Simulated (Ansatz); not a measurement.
Input and command of a calculation in Ansatz (plane waves; scalar-relativistic PAW potentials unless the input names others):

```yaml
crystal:
  lattice:
    - [2.8412378839, 0.0, 0.0]
    - [-1.420618942, 3.3290256629, 0.0]
    - [0.0, 0.0, 5.3059573554]
  atoms:
    - { symbol: Hg, position: [0.6666666667, 0.3333333333, 0.75] }
    - { symbol: Hg, position: [0.3333333333, 0.6666666667, 0.25] }
basis:
  ecutwfc: 420
kpoints:
  mp_grid: { grid: [24, 24, 12] }
hamiltonian:
  xc: pbe
  dispersion: d3bj
scf:
  occupations: { method: gaussian, width: 0.15 }
  max_iter: 100
output:
  forces: true
  eigenvalues: true
  stress: true
total_charge: 6
```

```bash
ansatz run input.yaml --threads 1 --pin off --max-ram 2560MiB --backend cpu --events-out ev --progress --plain --runs-dir out
```

Abridged log:
```
Pseudopotentials: kind: paw
Pseudopotential: Hg, paw, valence charge 20, recommended cutoff 420 eV (normal)
Functional definition: PBE
Crystal: 2 atoms, lattice volume = 50.187 Å³
Basis set: ecut = 420 eV, 959 PW (Γ), exchange–correlation on 40×50×72 points (8 copies of the dense FFT grid, shifted against one another)
Bands: 21, of which v1, the nominal top of the filled ones, is band 17 counted from 1 (16 counted from 0)
Symmetry: 8 space group operations
Space group: Cmcm (ITA 63), of the structure as read, at distance tolerance 3.7e-5 Å
k-points: 1099 of 6912
Initial density: superposition of atomic densities (neutral atoms scaled as one to the charged cell's electrons: chi_scale 0, normalization atom), corrected by the library's trained network
Initial wavefunctions: pseudopotential atomic-orbital guess
Functional: x = pbe(κ = 0.804, μ = 0.21951497), c = pbe(β = 0.06672455)
SCF iter   1: F=—  HF=-27741.863125 eV  |F-HF|=—  |Δ(HF+E_count)|=         —  Δρ=5.04e-1  dr2=1.12e2  ethr=1.77e-3  ⟨swp⟩=5.0  Hψ=110759  notcnv=0
SCF iter   2: F=—  HF=-27698.456308 eV  |F-HF|=—  |Δ(HF+E_count)|=    4.34e1  Δρ=2.40e-1  dr2=3.19e1  ethr=1.77e-3  ⟨swp⟩=4.0  Hψ=71899  notcnv=0
SCF iter   3: F=—  HF=-27686.292779 eV  |F-HF|=—  |Δ(HF+E_count)|=    1.22e1  Δρ=1.22e-1  dr2=4.16e0  ethr=1.77e-3  ⟨swp⟩=5.1  Hψ=65779  notcnv=0
SCF iter   4: F=—  HF=-27685.373795 eV  |F-HF|=—  |Δ(HF+E_count)|=   9.19e-1  Δρ=3.93e-2  dr2=7.17e-1  ethr=1.77e-3  ⟨swp⟩=2.2  Hψ=53036  notcnv=0
SCF iter   5: F=—  HF=-27685.546169 eV  |F-HF|=—  |Δ(HF+E_count)|=   1.72e-1  Δρ=2.58e-2  dr2=2.31e-1  ethr=1.77e-3  ⟨swp⟩=2.0  Hψ=27519  notcnv=0
SCF iter   6: F=—  HF=-27685.613611 eV  |F-HF|=—  |Δ(HF+E_count)|=   6.74e-2  Δρ=2.48e-2  dr2=1.57e-1  ethr=6.80e-4  ⟨swp⟩=3.0  Hψ=39190  notcnv=0
SCF iter   7: F=—  HF=-27685.604428 eV  |F-HF|=—  |Δ(HF+E_count)|=   9.18e-3  Δρ=4.73e-3  dr2=7.87e-3  ethr=4.61e-4  ⟨swp⟩=2.0  Hψ=28783  notcnv=0
SCF iter   8: F=—  HF=-27685.609575 eV  |F-HF|=—  |Δ(HF+E_count)|=   5.15e-3  Δρ=2.75e-3  dr2=1.64e-3  ethr=2.32e-5  ⟨swp⟩=2.4  Hψ=39967  notcnv=0
SCF iter   9: F=—  HF=-27685.609779 eV  |F-HF|=—  |Δ(HF+E_count)|=   2.04e-4  Δρ=3.90e-4  dr2=1.13e-4  ethr=4.82e-6  ⟨swp⟩=1.0  Hψ=23895  notcnv=0
SCF iter  10: F=—  HF=-27685.609870 eV  |F-HF|=—  |Δ(HF+E_count)|=   9.11e-5  Δρ=1.87e-4  dr2=1.43e-5  ethr=3.33e-7  ⟨swp⟩=2.1  Hψ=28330  notcnv=0
SCF iter  11: F=—  HF=-27685.609883 eV  |F-HF|=—  |Δ(HF+E_count)|=   1.22e-5  Δρ=4.83e-5  dr2=8.46e-7  ethr=4.21e-8  ⟨swp⟩=2.0  Hψ=32787  notcnv=0
SCF iter  12: F=-27685.609883 eV  HF=-27685.609883 eV  |F-HF|=1.78e-9  |Δ(HF+E_count)|=   2.60e-7  Δρ=9.23e-6  dr2=4.48e-8  ethr=2.94e-10  ⟨swp⟩=3.8  Hψ=100044  notcnv=0
the search or the solves at the SCF's close seem to have found levels that the self-consistency loop had missed (the run counts 2). By its estimate they hold under 1e-12 electrons; where the run keeps them, the occupations were computed again with them
SCF 1 converged in 12 iterations: F = -27685.609883 eV  dr2 = 4.48e-8
SCF converged after 12 iterations
Free energy (F): -27685.609883 eV
Harris-Foulkes:  -27685.609883 eV  (|F-HF|=1.78e-9)
Internal energy: -27685.440207 eV  (E = F + TS)
E sigma→0 (E₀):  -27685.525045 eV
Entropy (-TS):   -0.169675 eV (-84.838 meV/atom)
Fermi energy:    5.853551 eV
  E_disp       = -0.837335  (pairwise vdW)
--- Forces (eV/Å), atoms counted from 1 ---
  atom   1  Hg     0.00000000    -1.00966096     0.00000000
  atom   2  Hg     0.00000000     1.00966096     0.00000000
--- Stress (GPa, compression-positive) ---
        5.821482       0.000000       0.000000
        0.000000     -25.603365       0.000000
        0.000000       0.000000      -8.474617
  P = ⅓ Tr σ = -9.4188 GPa (-94.188 kbar)
```

**Question.** What is wrong with this input?

**Answer.** The fault is a net charge on a solid that should be neutral, 6 electrons a cell too few, offset by a uniform background, so that energy and pressure hang on that convention (total_charge: not typed → 6, the first being the value of the sound run). Setting it back cures it. The run converged all the same, with a total energy on another zero, pressure -9.42 GPa (with the neutralising background of the charged cell), largest force 1.010 eV/Å, no gap on the mesh, so convergence alone doesn't show that an input is right. A reference run from the same start on usual settings converged with pressure 0.63 GPa, largest force 0.143 eV/Å, no gap on the mesh.

It took 100 s on 1 thread of Arm Neoverse V1 (shared host), peak memory 1 GiB.